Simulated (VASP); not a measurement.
A run of VASP 6.6.1 is set up as follows.

The input INCAR:

```
PREC     = Accurate       # precision mode
ENCUT    = 600            # plane-wave cutoff, eV
EDIFF    = 1E-7           # SCF threshold, eV
ISMEAR   = 0              # smearing method
SIGMA    = 0.03           # smearing width, eV
LREAL    = F              # projectors in reciprocal space
LASPH    = T              # aspherical terms in the spheres
NELM     = 80             # most SCF steps
ALGO     = Normal         # electronic algorithm
ISIF     = 2              # what is computed and relaxed
LWAVE    = F              # write WAVECAR
LCHARG   = F              # write CHGCAR
GGA      = CA             # functional
IBRION   = 2              # ionic algorithm
NSW      = 40             # ionic steps
EDIFFG   = -0.01          # ionic threshold
```

KPOINTS

```
regular mesh
0
Gamma
  8 8 8
```

File POSCAR:

```
TePb                                    
1.0
    0.0000000000      3.1927848555      3.1927848555
    3.1927848555      0.0000000000      3.1927848555
    3.1927848555      3.1927848555      0.0000000000
  Te              Pb            
     1     1
Direct
     0.5000000000000000    0.5000000000000000    0.5000000000000000
     0.0000000000000000    0.0000000000000000    0.0000000000000000
```

Potentials or basis: VASP PAW LDA potentials, release 64 (Te, Pb_d).

The run is started by

```sh
$ cat potpaw_LDA.64/Te/POTCAR potpaw_LDA.64/Pb_d/POTCAR > POTCAR
$ mpirun -np 1 vasp_std > vasp.out
```

**Question.** Predict the band gap on the k mesh.

**Answer.** 0.56 eV, direct.

Final structure:
```
Te Pb
1.0
     0.00000    3.19278    3.19278
     3.19278    0.00000    3.19278
     3.19278    3.19278    0.00000
Te Pb
1 1
Direct
  0.50000 0.50000 0.50000
  0.00000 0.00000 0.00000
```

Caveat: the relaxation stopped at its first step, so nothing moved; spin-orbit coupling is left out, which as a rule narrows the gap of such compounds by several tenths of an eV.

**The experiment to reproduce.**

From a printed reference work, monograph, for a bulk crystal of TePb at 4.2 K: band gap 0.19 eV (direct).

Against the measured gap of TePb, 0.19 eV (direct; 4.2 K; a printed reference work, monograph), the calculated 0.56 eV is off by +0.37 eV. Spin-orbit coupling on Pb, Te is left out. The value is that of LDA on a finite k mesh, which can miss the band edges, without temperature or zero-point motion.
